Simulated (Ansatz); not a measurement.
**From the elastic tensor of TlBr at 7 GPa (stress–strain coefficients) to moduli and sound speeds**

Method: Ansatz, DFT LDA, scalar-relativistic, plane waves, PAW. Plane waves to 420 eV; Γ-centred k mesh 8×8×8; fixed occupations. No spin polarisation.

It takes space group Pm-3m (No. 221, cubic). The conventional cell has a = 3.659 Å, b = 3.659 Å, c = 3.659 Å, α = 90.00°, β = 90.00°, γ = 90.00°. Around Tl (site symmetry m-3m) lie 8 Br at 3.17 Å. Br (site symmetry m-3m) is surrounded by 8 Tl at 3.17 Å.

Spin–orbit coupling is left out, which matters for heavy elements. The bands were filled as in an insulator; under compression the gap may have closed between mesh points.

Relaxed-ion constants (GPa, on the Cartesian axes of the calculation):
C11 = 84.0, C12 = 57.5, C13 = 57.5, C22 = 84.0, C23 = 57.5, C33 = 84.0, C44 = 31.1, C55 = 31.1, C66 = 31.1 GPa; the others vanish.

Density 9.633 g/cm³; 2 atoms in 49.01 Å³.

The values that follow are for a polycrystal of randomly turned grains, by Hill's mean where one number stands.

With S = C⁻¹: B_V = (C11+C22+C33+2(C12+C13+C23))/9, G_V = (C11+C22+C33−C12−C13−C23+3(C44+C55+C66))/15, 1/B_R = S11+S22+S33+2(S12+S13+S23), 15/G_R = 4(S11+S22+S33−S12−S13−S23)+3(S44+S55+S66); Hill is their mean. Then v_l = √((B+4G/3)/ρ), v_t = √(G/ρ), v_m = [(2/v_t³+1/v_l³)/3]^(−1/3) and Θ = (ħ/k_B)·v_m·(6π²n/V)^(1/3) for n atoms in the volume V; E = 9BG/(3B+G), ν = (3B−2G)/(2(3B+G)) and A^U = 5G_V/G_R + B_V/B_R − 6.

```
Bulk modulus, Voigt / Reuss / Hill          : 66.3 / 66.3 / 66.3 GPa
Shear modulus, Voigt / Reuss / Hill         : 24.0 / 20.2 / 22.1 GPa
Young's modulus                             : 60 GPa
Poisson ratio                               : 0.350
Pugh ratio B/G                              : 3.00
Universal anisotropy index                  : 0.94
Longitudinal and transverse sound speeds    : 3153 and 1514 m/s
Debye temperature from the mean sound speed : 174 K
```

Cost: 1 run of about 0.42 core-minutes, on Arm Neoverse N1 (shared hosts).